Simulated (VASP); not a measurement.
# Hg (I4/mmm) in VASP: further runs, part 2 of 2

VASP 6.6.1. Earlier steps stand in the parts before.

## (3) Single point, r2SCAN (volume scaled by 0.975)

File POSCAR:

```
Hg
1.0
   -2.0523017827      2.0523017827      1.7871122587
    2.0523017827     -2.0523017827      1.7871122587
    2.0523017827      2.0523017827     -1.7871122587
Hg
1
Direct
    0.0000000000      0.0000000000      0.0000000000
```

File INCAR.step1:

```
PREC = Accurate
ENCUT = 520
ISMEAR = -1
SIGMA = 0.08
LREAL = False
LASPH = True
NELM = 100
NBANDS = 12
GGA = PE
ALGO = Normal
EDIFF = 1E-4
LWAVE = True
LCHARG = False
```

File INCAR.step2:

```
PREC = Accurate
ENCUT = 520
EDIFF = 1E-6
ISMEAR = -1
SIGMA = 0.08
LREAL = False
LASPH = True
NELM = 100
ALGO = Normal
ISIF = 2
LWAVE = False
LCHARG = False
METAGGA = R2SCAN
LMIXTAU = True
NBANDS = 12
ISTART = 1
```

File KPOINTS:

```
regular mesh
0
Gamma
  13 13 13
```

Potentials or basis: VASP PAW PBE potentials, release 64 (Hg).

The run is started by

```sh
> cat potpaw_PBE.64/Hg/POTCAR > POTCAR
> cp INCAR.step1 INCAR
> mpirun -np 1 vasp_std > vasp.out
> cp INCAR.step2 INCAR
> mpirun -np 1 vasp_std > vasp.out
```

OUTCAR:

```text
PREC = Accurate
   ENCUT = 520
   EDIFF = 1E-6
   ISMEAR = -1
   LREAL = False
   LASPH = True
   NELM = 100
   ISIF = 2
   METAGGA = R2SCAN
   ISTART = 1

 ion  position               nearest neighbor table
   1  0.000  0.000  0.000-

  LATTYP: Found a body centered tetragonal cell.
 ALAT       =     4.1046035654
 C/A-ratio  =     0.8707843426

  Lattice vectors:

 A1 = (  -2.0523017827,   2.0523017827,   1.7871122587)
 A2 = (   2.0523017827,  -2.0523017827,   1.7871122587)
 A3 = (   2.0523017827,   2.0523017827,  -1.7871122587)

Analysis of symmetry for initial positions (statically):
=====================================================================
 Subroutine PRICEL returns:
 Original cell was already a primitive cell.

 Routine SETGRP: Setting up the symmetry group for a
 body centered tetragonal supercell.

 Subroutine GETGRP returns: Found 16 space group operations
 (whereof 16 operations were pure point group operations)
 out of a pool of 16 trial point group operations.

The static configuration has the point symmetry D_4h.

Analysis of symmetry for dynamics (positions and initial velocities):
=====================================================================
 Subroutine PRICEL returns:
 Original cell was already a primitive cell.

 Routine SETGRP: Setting up the symmetry group for a
 body centered tetragonal supercell.

 Subroutine GETGRP returns: Found 16 space group operations
 (whereof 16 operations were pure point group operations)
 out of a pool of 16 trial point group operations.

The dynamic configuration has the point symmetry D_4h.

 Subroutine INISYM returns: Found 16 space group operations
 (whereof 16 operations are pure point group operations),
 and found     1 'primitive' translations

----------------------------------------------------------------------------------------

[... 115 lines left out ...]
   METAGGA = R2SCAN    functional components
   LHFCALC =     F    Hartree Fock is set to
   AEXX    =    0.0000 exact exchange contribution
   IVDW    =     0    specifies the selected vdW correction
   LEPSILON=     F    determine dielectric tensor
   LRPA    =     F    only Hartree local field effects (RPA)
 non-spin polarized calculation
  energy-cutoff  :      520.00
  volume of cell :       30.11
 maximum number of plane-waves:       855
 NGX is ok and might be reduce to    28
   NGX = 13   NGY = 13   NGZ = 13

 number of electron      12.0000002 magnetization

 Free energy of the ion-electron system (eV)
  ---------------------------------------------------
  ext. energy  EPLUGINS =         0.00000000
  ---------------------------------------------------
  free energy    TOTEN  =       -49.35003589 eV

  energy without entropy =      -49.34709326  energy(sigma->0) =      -49.34856457

 E-fermi :   0.9312     XC(G=0): -10.0416

 val. band max:        0.8972948078   @ k =  -0.3846  -0.3846   0.3077
 cond. band min:       0.9847391844   @ k =   0.4615   0.0769   0.0000
 fundamental gap:      0.0874443766
 Fermi energy:         0.9312221620

 k-point     1 :       0.0000    0.0000    0.0000
  band No.  band energies     occupation
      1      -6.5106      2.00000
      2      -5.9986      2.00000
      3      -5.7320      2.00000
      4      -5.7320      2.00000
      5      -5.4973      2.00000
      6      -5.1998      2.00000
      7      13.3234      0.00000
      8      13.3234      0.00000
      9      15.7585      0.00000
     10      16.4932      0.00000
     11      16.4932      0.00000
     12      17.3145      0.00000
[... 331 lines left out ...]
 k-point    24 :       0.4615    0.1538    0.0000
  band No.  band energies     occupation
      1      -6.1755      2.00000
      2      -6.0483      2.00000
      3      -5.3894      2.00000
      4      -5.2176      2.00000
      5      -5.0463      2.00000
      6      -1.0001      2.00000
      7       2.0746      0.00000
      8       6.5788      0.00000
      9       9.8149      0.00000
     10      14.2641      0.00000
     11      17.2295      0.00000
     12      18.4098      0.00000

 [... further k-points ...]

------------------------ aborting loop because EDIFF is reached ----------------------------------------

  FORCE on cell =-STRESS in cart. coord.  units (eV):
  Direction    XX          YY          ZZ          XY          YZ          ZX
  --------------------------------------------------------------------------------------
  -------------------------------------------------------------------------------------
  Total       -0.2417021     -0.2417021     -0.1838348      0.0000000      0.0000000      0.0000000
  in kB      -12.8616517    -12.8616517     -9.7823667      0.0000000      0.0000000      0.0000000
  external PRESSURE =     -11.8352234 kB  Pullay stress =       0.0000000 kB

 VOLUME and BASIS-vectors are now :
 -----------------------------------------------------------------------------
  energy-cutoff  :      520.00
  volume of cell :       30.11
      direct lattice vectors                 reciprocal lattice vectors
    -2.052301783  2.052301783  1.787112259     0.000000000  0.243628887  0.279780969
     2.052301783 -2.052301783  1.787112259     0.243628887  0.000000000  0.279780969
     2.052301783  2.052301783 -1.787112259     0.243628887  0.243628887  0.000000000

 POSITION                                       TOTAL-FORCE (eV/Angst)
 -----------------------------------------------------------------------------------
      0.00000      0.00000      0.00000        -0.000000     -0.000000      0.000000
 -----------------------------------------------------------------------------------
    total drift:                               -0.000000     -0.000000     -0.000000

  FREE ENERGIE OF THE ION-ELECTRON SYSTEM (eV)
  ---------------------------------------------------
  free  energy   TOTEN  =       -49.3500358904 eV

  energy  without entropy=      -49.3470932556  energy(sigma->0) =      -49.34856457
```

OSZICAR.step1:

```text
N       E                     dE             d eps       ncg     rms          rms(c)
DAV:   1     0.735048879455E+02    0.73505E+02   -0.63415E+03  4920   0.926E+02
DAV:   2     0.117938660716E+01   -0.72326E+02   -0.67808E+02  5168   0.220E+02
DAV:   3    -0.190616356869E+00   -0.13700E+01   -0.13692E+01  5472   0.338E+01
DAV:   4    -0.192033308141E+00   -0.14170E-02   -0.14169E-02  5208   0.117E+00
DAV:   5    -0.192035589220E+00   -0.22811E-05   -0.22811E-05  4180   0.455E-02    0.163E+00
DAV:   6    -0.180391033650E+00    0.11645E-01   -0.30930E-02  5520   0.191E+00    0.133E+00
DAV:   7    -0.179971554291E+00    0.41948E-03   -0.40947E-03  5336   0.587E-01    0.654E-01
DAV:   8    -0.180162847586E+00   -0.19129E-03   -0.51356E-04  4940   0.260E-01    0.233E-02
DAV:   9    -0.180186723668E+00   -0.23876E-04   -0.17299E-05  2520   0.351E-02
   1 F= -.18018672E+00 E0= -.17840373E+00  d E =-.356599E-02
```

Run time: 2.9 min. Hardware: 1 thread of Intel Xeon Platinum 8559C (Emerald Rapids), shared host; peak memory 0.22 GiB.

Results:

- Free energy: -49.3500 eV
- Pressure: -1.2 GPa
- Band gap on the k mesh: none (metal or under the smearing width)

Levels at points of the mesh, in eV from the Fermi level:
| k point | band 3 | band 4 | band 5 | band 6 | band 7 | band 8 | band 9 | band 10 |
| --- | --- | --- | --- | --- | --- | --- | --- | --- |
| (0.00, 0.00, 0.00) | -6.66 | -6.66 | -6.43 | -6.13 | 12.39 | 12.39 | 14.83 | 15.56 |

Caveat: the PAW data sets were made with another functional, which shifts forces and pressure a little. The run has no spin-orbit coupling, so splittings on Hg are missing.
